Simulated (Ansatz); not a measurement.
The calculation used DFT PBE, scalar-relativistic, plane waves, PAW (Ansatz 0.2.0). All cells share a 420 eV cutoff and Γ-centred k meshes spaced at most about 0.3 Å⁻¹ (about 0.25 or finer for metals, 2π included). No spin polarisation in the final relaxations.

Temperature and zero-point effects are left out.

Compare these two cells of Si5Ge, each relaxed at this level.

A.

```yaml
crystal:
  lattice:
    - [4.90972, 0.00000, 0.00000]
    - [-2.45486, 4.25195, 0.00000]
    - [0.00000, 0.00000, 4.43583]
  atoms:
    - { symbol: Si, position: [0.36405, 0.36405, 0.00000] }
    - { symbol: Si, position: [0.00000, 0.63595, 0.00000] }
    - { symbol: Si, position: [0.63595, 0.00000, 0.00000] }
    - { symbol: Si, position: [0.66667, 0.33333, 0.50000] }
    - { symbol: Si, position: [0.33333, 0.66667, 0.50000] }
    - { symbol: Ge, position: [0.00000, 0.00000, 0.50000] }
```

B.

```yaml
crystal:
  lattice:
    - [3.28312, 0.00000, 0.00000]
    - [0.00000, 3.28312, 0.00000]
    - [0.00000, 0.00000, 8.65309]
  atoms:
    - { symbol: Si, position: [0.00000, 0.00000, 0.84243] }
    - { symbol: Si, position: [0.50000, 0.50000, 0.00000] }
    - { symbol: Si, position: [0.00000, 0.00000, 0.15757] }
    - { symbol: Si, position: [0.50000, 0.50000, 0.30004] }
    - { symbol: Si, position: [0.50000, 0.50000, 0.69996] }
    - { symbol: Ge, position: [0.00000, 0.00000, 0.50000] }
```

Question: Which form is favoured at zero pressure, and by what margin per atom?

Answer: B is lower, by 43 meV/atom. A has Si and Ge ordered on hcp sites, space group P-62m (No. 189), 15.4 Å³/atom and no gap on its mesh; B has space group P4/mmm (No. 123), 15.5 Å³/atom and no gap. Counting Si atoms around Ge (those within 1.25 times the shortest such distance or 1.15 times the sum of covalent radii; the shortest distance is added where it exceeds 1.18 times the sum of covalent radii), A has Ge 12 from 2.8 Å and B has Ge 10 from 2.9 Å. Even the lower one lies +0.48 eV/atom against the reference forms of the elements (uncorrected), so neither is stable at this level. In A, Si on a site of symmetry m2m is surrounded by 8 Si at 2.71–2.72 Å, 2 Ge at 2.85 Å and 2 Si at 3.10 Å; Si on a site of symmetry -6 has 9 Si at 2.72–2.83 Å and 3 Ge at 2.83 Å; around Ge lie 12 Si at 2.83–2.85 Å. In B, Si on a site of symmetry 4mm is surrounded by 9 Si at 2.63–2.73 Å, 1 Ge at 2.96 Å and 4 Si at 3.28 Å; Si on a site of symmetry 4/mmm has 10 Si at 2.60–2.69 Å and 4 Si at 3.28 Å; Ge is surrounded by 10 Si at 2.90–2.96 Å and 4 Ge at 3.28 Å; 1 more site not described. Both come from invented guesses.

Cells relaxed within their symmetry can be saddle points.

The preference for B is a ranking between two dense, metallic packings, both far from the tetrahedral network that silicon and germanium adopt at ambient pressure. In that network, sp³ hybrids form directed two-electron bonds and open a gap between bonding and antibonding states. Here each atom has many more neighbours than four valence electrons can serve with such bonds, so the contacts are stretched and the bonding is delocalised. This accounts for most of the +0.48 eV/atom penalty, since Si and Ge are chemically too alike for mixing to matter much.

The volumes are nearly equal, so packing density hardly explains the 43 meV/atom between the cells. B has the shorter Si–Si contacts, down to 2.60 Å, while its Ge sits in a looser Si shell than in A. This suggests that stronger Si–Si bonding outweighs weaker Si–Ge contact. The slightly smaller volume of A means that compression would favour it only weakly, and no transition pressure follows from these two relaxed cells.
